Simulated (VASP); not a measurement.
# SnO2 (Cassiterite) (P4_2/mnm) in VASP: further runs

Runs on SnO2 (Cassiterite). Level: LDA. Tasks: single point.

Everything below comes from runs of VASP 6.6.1. Logs are shortened: lines on timing, memory, paths and dates and some standing lists are left out, and cuts for length are marked.

## 1. The undisturbed crystal

Symmetry: P4_2/mnm, No. 136, tetragonal system. The conventional cell has a = 4.738 Å, b = 4.738 Å, c = 3.187 Å, α = 90.00°, β = 90.00°, γ = 90.00°. Around Sn (site symmetry mmm) lie 6 O at 2.05 to 2.06 Å. O (site symmetry m2m) is surrounded by 3 Sn at 2.05 to 2.06 Å.

## 2. Single point, LDA

INCAR

```
  PREC = Accurate
  ENCUT = 400
  EDIFF = 0.001
  ISMEAR = 0
  SIGMA = 0.05
  LREAL = F
  LASPH = T
  NELM = 100
  ALGO = Normal
  ISIF = 2
  LWAVE = F
  LCHARG = F
  GGA = CA
  NBANDS = 35
  ADDGRID = F
```

KPOINTS

```
Automatic mesh
0
Gamma
  3 3 4
```

POSCAR

```
SnO2
1.0
    4.7380000000      0.0000000000      0.0000000000
    0.0000000000      4.7380000000      0.0000000000
    0.0000000000      0.0000000000      3.1865000000
Sn O
2 4
Direct
    0.5083380000      0.5032920000      0.5086530000
   -0.0051220000      0.0135540000     -0.0007820000
    0.8109230000      0.1826710000      0.5004320000
    0.6982190000      0.6813010000      0.0618330000
    0.2015220000      0.8103230000      0.4933280000
    0.2970720000      0.3208310000      0.0016070000
```

Potentials or basis: VASP PAW LDA potentials, release 64 (Sn_d, O).

Command:

```
$ cat potpaw_LDA.64/Sn_d/POTCAR potpaw_LDA.64/O/POTCAR > POTCAR
$ mpirun -np 1 vasp_std > vasp.out
```

OUTCAR:

```text
PREC = Accurate
   ENCUT = 400
   EDIFF = 0.001
   ISMEAR = 0
   LREAL = F
   LASPH = T
   NELM = 100
   ISIF = 2
   GGA = CA

 Found     19 irreducible k-points:

 Following reciprocal coordinates:
            Coordinates               Weight
  0.000000  0.000000  0.000000      1.000000
  0.333333  0.000000  0.000000      2.000000
  0.000000  0.333333  0.000000      2.000000
  0.333333  0.333333  0.000000      2.000000
 -0.333333  0.333333  0.000000      2.000000
  0.000000  0.000000  0.250000      2.000000
   k-points           NKPTS =     19   k-points in BZ     NKDIM =     19   number of bands    NBANDS=     35
   number of dos      NEDOS =    301   number of ions     NIONS =      6
   total plane-waves  NPLWV =  24576
   dimension x,y,z NGX =    32 NGY =   32 NGZ =   24
   dimension x,y,z NGXF=    64 NGYF=   64 NGZF=   48
   ions per type =               2   4
   NGX,Y,Z   is equivalent  to a cutoff of  11.23, 11.23, 12.52 a.u.
   NGXF,Y,Z  is equivalent  to a cutoff of  22.46, 22.46, 25.04 a.u.
 SYSTEM =  unknown system
   PREC   = accura    normal or accurate (medium, high low for compatibility)
   ISTART =      0    job   : 0-new  1-cont  2-samecut
   ICHARG =      2    charge: 1-file 2-atom 10-const
   ISPIN  =      1    spin polarized calculation?
   LNONCOLLINEAR =      F non collinear calculations
   LSORBIT =      F    spin-orbit coupling
   LASPH  =      T    aspherical Exc in radial PAW
   ENCUT  =  400.0 eV  29.40 Ry    5.42 a.u.   7.73  7.73  5.20*2*pi/ulx,y,z
   NELM   =    100;   NELMIN=  2; NELMDL= -5     # of ELM steps
   EDIFF  = 0.1E-02   stopping-criterion for ELM
   LREAL  =      F    real-space projection
   EDIFFG = 0.1E-01   stopping-criterion for IOM
   NSW    =      0    number of steps for IOM
   IBRION =     -1    ionic relax: 0-MD 1-quasi-New 2-CG
   NFREE  =      0    steps in history (QN), initial steepest desc. (CG)
   ISIF   =      2    stress and relaxation
   ISYM   =      2    0-nonsym 1-usesym 2-fastsym
   POTIM  = 0.5000    time-step for ionic-motion
   TEBEG  =    0.0;   TEEND  =   0.0 temperature during run
   PSTRESS=    0.0 pullay stress
   NELECT =      52.0000    total number of electrons
   NUPDOWN=      -1.0000    fix difference up-down
   EMIN   =  10.00;   EMAX   =-10.00  energy-range for DOS
   EFERMI =   0.00;   METHOD = LEGACY
   ISMEAR =     0;   SIGMA  =   0.05  broadening in eV -4-tet -1-fermi 0-gaus
   EFERMI_NEDOS =   21; number of points for ismear=-14 and -15
   IALGO  =     38    algorithm
   IMIX   =      4    mixing-type and parameters
     AMIX     =   0.40;   BMIX     =  1.00
     AMIX_MAG =   1.60;   BMIX_MAG =  1.00
  volume/ion in A,a.u.               =      11.92        80.45
  Fermi-wavevector in a.u.,A,eV,Ry     =   1.472000  2.781677 29.480903  2.166785
  Thomas-Fermi vector in A             =   2.587068
   LORBIT       =      0    0 simple, 1 ext, 2 COOP (PROOUT), +10 PAW based schemes
   GGA     = CA    functional components
   LHFCALC =     F    Hartree Fock is set to
   AEXX    =    0.0000 exact exchange contribution
   IVDW    =     0    specifies the selected vdW correction
   LEPSILON=     F    determine dielectric tensor
   LRPA    =     F    only Hartree local field effects (RPA)
 non-spin polarized calculation
 Gauss-broadening in eV      SIGMA  =   0.05
  energy-cutoff  :      400.00
  volume of cell :       71.53
 maximum number of plane-waves:      1310
   NGX = 15   NGY = 15   NGZ = 11

 number of electron      52.0000002 magnetization

 Free energy of the ion-electron system (eV)
  ---------------------------------------------------
  ext. energy  EPLUGINS =         0.00000000
  ---------------------------------------------------
  free energy    TOTEN  =       -41.89360886 eV

  energy without entropy =      -41.89360886  energy(sigma->0) =      -41.89360886

 E-fermi :   6.2849     XC(G=0): -11.7926

 val. band max:        5.9633939912   @ k =   0.0000   0.0000   0.0000
 cond. band min:       7.0517248443   @ k =   0.0000   0.0000   0.0000
 fundamental gap:      1.0883308531
 Fermi energy:         6.2849088289

 k-point     1 :       0.0000    0.0000    0.0000
  band No.  band energies     occupation
      1     -15.2134      2.00000
      2     -14.5763      2.00000
      3     -14.1479      2.00000
      4     -14.1355      2.00000
      5     -14.1149      2.00000
      6     -13.9779      2.00000
      7     -13.9656      2.00000
      8     -13.8674      2.00000
      9     -13.8459      2.00000
     10     -13.8016      2.00000
     11     -12.8697      2.00000
     12     -10.9041      2.00000
     13     -10.8932      2.00000
     14      -9.1501      2.00000
     15      -2.2418      2.00000
     16       1.4550      2.00000
     17       1.7551      2.00000
     18       1.9070      2.00000
     19       2.7236      2.00000
     20       3.5186      2.00000
     21       3.8170      2.00000
     22       4.5781      2.00000
     23       4.8136      2.00000
     24       5.0214      2.00000
     25       5.1081      2.00000
     26       5.9634      2.00000
     27       7.0517      0.00000
     28      11.6067      0.00000
     29      11.9477      0.00000
     30      12.0693      0.00000
     31      16.0298      0.00000
     32      16.1960      0.00000
     33      17.5070      0.00000
     34      17.7347      0.00000
     35      18.1324      0.00000

 k-point     2 :       0.3333    0.0000    0.0000
  band No.  band energies     occupation
      1     -15.0693      2.00000
      2     -14.7138      2.00000
      3     -14.1898      2.00000
      4     -14.1310      2.00000
      5     -14.1007      2.00000
      6     -14.0500      2.00000
      7     -13.9457      2.00000
      8     -13.8825      2.00000
      9     -13.8539      2.00000
     10     -13.8074      2.00000
     11     -12.5373      2.00000
     12     -11.5578      2.00000
     13     -10.3323      2.00000
     14      -9.4041      2.00000
     15      -1.5653      2.00000
     16       0.1968      2.00000
     17       2.0563      2.00000
     18       2.2541      2.00000
     19       2.9854      2.00000
     20       3.4131      2.00000
     21       3.6602      2.00000
     22       4.2237      2.00000
     23       4.5516      2.00000
     24       4.8643      2.00000
     25       5.0239      2.00000
     26       5.6409      2.00000
     27       8.8952      0.00000
     28      10.9437      0.00000
     29      12.2195      0.00000
     30      12.4401      0.00000
     31      16.3757      0.00000
     32      16.7223      0.00000
     33      17.5320      0.00000
     34      17.7560      0.00000
     35      18.2490      0.00000

 k-point     3 :       0.0000    0.3333    0.0000
  band No.  band energies     occupation
      1     -15.0687      2.00000
      2     -14.7250      2.00000
      3     -14.1637      2.00000
      4     -14.1308      2.00000
      5     -14.1151      2.00000
      6     -14.0515      2.00000
      7     -13.9458      2.00000
      8     -13.8828      2.00000
      9     -13.8537      2.00000
     10     -13.8076      2.00000
     11     -12.5339      2.00000
     12     -11.5366      2.00000
     13     -10.3543      2.00000
     14      -9.4170      2.00000
     15      -1.5481      2.00000
     16       0.3223      2.00000
     17       2.0017      2.00000
     18       2.2459      2.00000
     19       2.9914      2.00000
     20       3.3216      2.00000
     21       3.6386      2.00000
     22       4.2246      2.00000
     23       4.6079      2.00000
     24       4.8154      2.00000
     25       5.0196      2.00000
     26       5.4733      2.00000
     27       8.9586      0.00000
     28      11.0034      0.00000
     29      12.4186      0.00000
     30      12.6265      0.00000
     31      16.2948      0.00000
     32      16.7603      0.00000
     33      17.4649      0.00000
     34      17.8213      0.00000
     35      18.0602      0.00000

 k-point     4 :       0.3333    0.3333    0.0000
  band No.  band energies     occupation
      1     -15.0280      2.00000
      2     -14.8649      2.00000
      3     -14.1649      2.00000
      4     -14.1371      2.00000
      5     -14.1040      2.00000
      6     -14.0548      2.00000
      7     -13.9358      2.00000
      8     -13.8852      2.00000
      9     -13.8532      2.00000
     10     -13.8018      2.00000
     11     -12.1182      2.00000
     12     -11.1940      2.00000
     13     -10.7843      2.00000
     14      -9.9242      2.00000
     15      -0.7705      2.00000
     16       0.5545      2.00000
     17       1.7976      2.00000
     18       2.2996      2.00000
     19       2.6784      2.00000
     20       2.9874      2.00000
     21       3.6270      2.00000
     22       4.1315      2.00000
     23       4.5286      2.00000
     24       4.7701      2.00000
     25       5.0137      2.00000
     26       5.2413      2.00000
     27       9.7791      0.00000
     28      10.7038      0.00000
     29      12.6922      0.00000
     30      12.9186      0.00000
     31      16.1706      0.00000
     32      16.7911      0.00000
     33      17.4907      0.00000
     34      17.9061      0.00000
     35      18.2346      0.00000

 k-point     5 :      -0.3333    0.3333    0.0000
  band No.  band energies     occupation
      1     -15.0395      2.00000
      2     -14.8522      2.00000
      3     -14.1623      2.00000
      4     -14.1318      2.00000
      5     -14.1025      2.00000
      6     -14.0658      2.00000
      7     -13.9351      2.00000
      8     -13.8868      2.00000
      9     -13.8452      2.00000
     10     -13.8070      2.00000
     11     -12.1124      2.00000
     12     -11.1439      2.00000
     13     -10.8901      2.00000
     14      -9.8719      2.00000
     15      -0.7532      2.00000
     16       0.5449      2.00000
     17       1.6547      2.00000
     18       2.3787      2.00000
     19       2.7878      2.00000
     20       2.9181      2.00000
     21       3.6555      2.00000
     22       4.1367      2.00000
     23       4.5546      2.00000
     24       4.7618      2.00000
     25       4.8940      2.00000
     26       5.3185      2.00000
     27       9.7662      0.00000
     28      10.7355      0.00000
     29      12.7845      0.00000
     30      12.8739      0.00000
     31      16.2108      0.00000
     32      16.5418      0.00000
     33      17.6216      0.00000
     34      17.8392      0.00000
     35      18.3060      0.00000

 k-point     6 :       0.0000    0.0000    0.2500
  band No.  band energies     occupation
      1     -14.9860      2.00000
      2     -14.7056      2.00000
      3     -14.5347      2.00000
      4     -14.1411      2.00000
      5     -14.0193      2.00000
      6     -13.9759      2.00000
      7     -13.9448      2.00000
      8     -13.9104      2.00000
      9     -13.8850      2.00000
     10     -13.8460      2.00000
     11     -12.5371      2.00000
     12     -10.2330      2.00000
     13     -10.0741      2.00000
     14      -9.5225      2.00000
     15      -2.3605      2.00000
     16       0.8570      2.00000
     17       1.4040      2.00000
     18       2.1507      2.00000
     19       2.3543      2.00000
     20       2.8486      2.00000
     21       3.0931      2.00000
     22       3.1677      2.00000
     23       3.3555      2.00000
     24       4.8769      2.00000
     25       5.0555      2.00000
     26       5.5293      2.00000
     27       9.6158      0.00000
     28      12.4694      0.00000
     29      13.8519      0.00000
     30      14.0257      0.00000
     31      14.6584      0.00000
     32      17.0294      0.00000
     33      17.1882      0.00000
     34      17.4545      0.00000
     35      18.0054      0.00000

 [... further k-points ...]
[... 5 lines left out ...]
  --------------------------------------------------------------------------------------
  -------------------------------------------------------------------------------------
  Total       -1.5656328     -1.6398971      0.3346919      0.3660732     -1.5295078     -1.5079716
  in kB      -35.0668252    -36.7301876      7.4963831      8.1992570    -34.2577031    -33.7753387
  external PRESSURE =     -21.4335432 kB  Pullay stress =       0.0000000 kB

 VOLUME and BASIS-vectors are now :
 -----------------------------------------------------------------------------
  energy-cutoff  :      400.00
  volume of cell :       71.53
      direct lattice vectors                 reciprocal lattice vectors
     4.738000000  0.000000000  0.000000000     0.211059519  0.000000000  0.000000000
     0.000000000  4.738000000  0.000000000     0.000000000  0.211059519  0.000000000
     0.000000000  0.000000000  3.186500000     0.000000000  0.000000000  0.313823945

 POSITION                                       TOTAL-FORCE (eV/Angst)
 -----------------------------------------------------------------------------------
      2.40851      2.38460      1.62082        -1.685441     -0.763403      2.124349
      4.71373      0.06422      3.18401         1.483842     -1.870872      0.058493
      3.84215      0.86550      1.59463        -1.306323      1.045764      0.301954
      3.30816      3.22800      0.19703         1.526418      1.394994     -3.065330
      0.95481      3.83931      1.57199        -0.330711      0.416614      0.542133
      1.40753      1.52010      0.00512         0.312215     -0.223098      0.038401
 -----------------------------------------------------------------------------------
    total drift:                               -0.001889     -0.009876      0.003277

  FREE ENERGIE OF THE ION-ELECTRON SYSTEM (eV)
  ---------------------------------------------------
  free  energy   TOTEN  =       -41.8936088582 eV

  energy  without entropy=      -41.8936088582  energy(sigma->0) =      -41.89360886
```

Run time: 32 s. Hardware: 1 thread of Intel Xeon Platinum 8259CL at 2.50GHz (Skylake/Cascade Lake), shared host; peak memory 0.14 GiB.

These settings aren't checked as converged: the numbers below hold their error.

Results:

* Free energy: -41.8936 eV
* Largest force: 3.698 eV/Å
* Band gap on the k mesh: 1.09 eV, direct

Caveat: the k mesh is coarse (spacing up to 0.49 Å⁻¹), so the values aren't converged; the cutoff is under 1.25 times the usual one of these potentials, so pressure, stress and relaxed cells hold a basis-set (Pulay) error; spin-orbit coupling is left out, which moves the levels of the heavy elements.

## 3. Single point, LDA

INCAR: that of step 2 with these lines changed.

```diff
@@ -2,3 +2,3 @@
   ENCUT = 400
-  EDIFF = 0.001
+  EDIFF = 1E-5
   ISMEAR = 0
```

KPOINTS is that of step 2.

POSCAR is that of step 2.

Potentials or basis: VASP PAW LDA potentials, release 64 (Sn_d, O).

Command:

```
$ cat potpaw_LDA.64/Sn_d/POTCAR potpaw_LDA.64/O/POTCAR > POTCAR
$ mpirun -np 1 vasp_std > vasp.out
```

Run time: 35 s. Hardware: 1 thread of Intel Xeon Platinum 8259CL at 2.50GHz (Skylake/Cascade Lake), shared host; peak memory 0.15 GiB.

These settings aren't checked as converged: the numbers below hold their error.

What came out:

```
Free energy            : -41.8936 eV
Largest force          : 3.697 eV/Å
Band gap on the k mesh : 1.09 eV, direct
```

Caveat: the k mesh is coarse (spacing up to 0.49 Å⁻¹), so the values aren't converged; the cutoff is under 1.25 times the usual one of these potentials, so pressure, stress and relaxed cells hold a basis-set (Pulay) error; spin-orbit coupling is left out, which moves the levels of the heavy elements.

## 4. Single point, LDA

INCAR: that of step 3 with these lines changed.

```diff
@@ -2,3 +2,3 @@
   ENCUT = 400
-  EDIFF = 1E-5
+  EDIFF = 1E-7
   ISMEAR = 0
@@ -14,2 +14,2 @@
   NBANDS = 35
-  ADDGRID = F
+  ADDGRID = T
```

KPOINTS is that of step 3.

POSCAR is that of step 3.

Command:

```
$ cat potpaw_LDA.64/Sn_d/POTCAR potpaw_LDA.64/O/POTCAR > POTCAR
$ mpirun -np 1 vasp_std > vasp.out
```

It took 52 s on 1 thread of Intel Xeon Platinum 8259CL at 2.50GHz (Skylake/Cascade Lake), shared host; peak memory 0.21 GiB.

The run converged, but some of its settings lie outside the range that counts as converged, so its numbers aren't taken as properties of the crystal.

What came out:

```yaml
Free_energy: -41.8936 eV
Largest_force: 3.697 eV/Å
Band_gap_on_the_k_mesh: 1.09 eV, direct
```

Caveat: the k mesh is coarse (spacing up to 0.49 Å⁻¹), so the values aren't converged; the cutoff is under 1.25 times the usual one of these potentials, so pressure, stress and relaxed cells hold a basis-set (Pulay) error; spin-orbit coupling is left out, which moves the levels of the heavy elements.

## 5. Single point, LDA

INCAR

```
  PREC = Normal
  ENCUT = 400
  EDIFF = 1E-4
  ISMEAR = 0
  SIGMA = 0.05
  LREAL = Auto
  LASPH = T
  NELM = 100
  ALGO = Normal
  ISIF = 2
  LWAVE = F
  LCHARG = F
  GGA = CA
  NBANDS = 35
  ADDGRID = F
```

KPOINTS is that of step 4.

POSCAR is that of step 4.

Command:

```
$ cat potpaw_LDA.64/Sn_d/POTCAR potpaw_LDA.64/O/POTCAR > POTCAR
$ mpirun -np 1 vasp_std > vasp.out
```

It took 27 s on 1 thread of Intel Xeon Platinum 8259CL at 2.50GHz (Skylake/Cascade Lake), shared host; peak memory 0.13 GiB.

The run converged, but some of its settings lie outside the range that counts as converged, so its numbers aren't taken as properties of the crystal.

What came out:

* Free energy: -41.8978 eV
* Largest force: 3.693 eV/Å
* Band gap on the k mesh: 1.09 eV, direct

Caveat: the k mesh is coarse (spacing up to 0.49 Å⁻¹), so the values aren't converged; the cutoff is under 1.25 times the usual one of these potentials, so pressure, stress and relaxed cells hold a basis-set (Pulay) error; spin-orbit coupling is left out, which moves the levels of the heavy elements.

## 6. For comparison

An earlier run on the cell as given: functional PBEsol; potentials or basis VASP PAW PBE potentials, release 64 (Sn_d, O); cutoff 520 eV; k mesh 6 × 6 × 8; occupations fermi-dirac, width 0.05 eV; no spin polarisation.

* Pressure: 5.4 GPa
* Largest force: 0.229 eV/Å
* Band gap on the k mesh: 1.18 eV, direct
